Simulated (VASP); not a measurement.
Wanted: the native input for a VASP 6.6.1 run.

```yaml
Task: single point
Functional: r2SCAN
Potentials_or_basis: VASP PAW PBE potentials, release 64 (Ta_pv, N)
Cutoff: 520 eV
k_mesh: 10 × 10 × 9
Occupations: fermi-dirac, width 0.05 eV
Spin: no spin polarisation
Further_INCAR_settings: ALGO = Normal; EDIFF = 1e-06; NBANDS = 15
```

The structure of TaN lies in POSCAR:

```
TaN
1.0
    2.9380000000      0.0000000000      0.0000000000
   -1.4690000000      2.5443826363      0.0000000000
    0.0000000000      0.0000000000      2.8830000000
Ta N
1 1
Direct
    0.0000000000      0.0000000000      0.5000000000
    0.6666666667      0.3333333333      0.0000000000
```

The input as run:

INCAR

```
SYSTEM = TaN
PREC = Accurate
ENCUT = 520
EDIFF = 1E-6
ISMEAR = -1
SIGMA = 0.05
LREAL = .False.
LASPH = .True.
NELM = 60
ALGO = Normal
ISIF = 2
LWAVE = .False.
LCHARG = .True.
METAGGA = R2SCAN
LMIXTAU = .True.
LELF = .True.
LVHAR = .True.
NBANDS = 15
```

KPOINTS

```
regular mesh
0
Gamma
  10 10 9
  0 0 0
```

Potentials or basis: VASP PAW PBE potentials, release 64 (Ta_pv, N).

The run is started by

```console
$ cat potpaw_PBE.64/Ta_pv/POTCAR potpaw_PBE.64/N/POTCAR > POTCAR
$ mpirun -np 1 vasp_std > vasp.out
```

It gave:

```
Pressure               : 1.4 GPa
Band gap on the k mesh : none (metal or under the smearing width)
```

Caveat: the PAW data sets were made with another functional, which shifts forces and pressure a little.

Wall time 72 s on 1 thread of AMD EPYC 9R45 96-Core Processor (Zen 5) (shared host), peak memory 0.13 GiB.
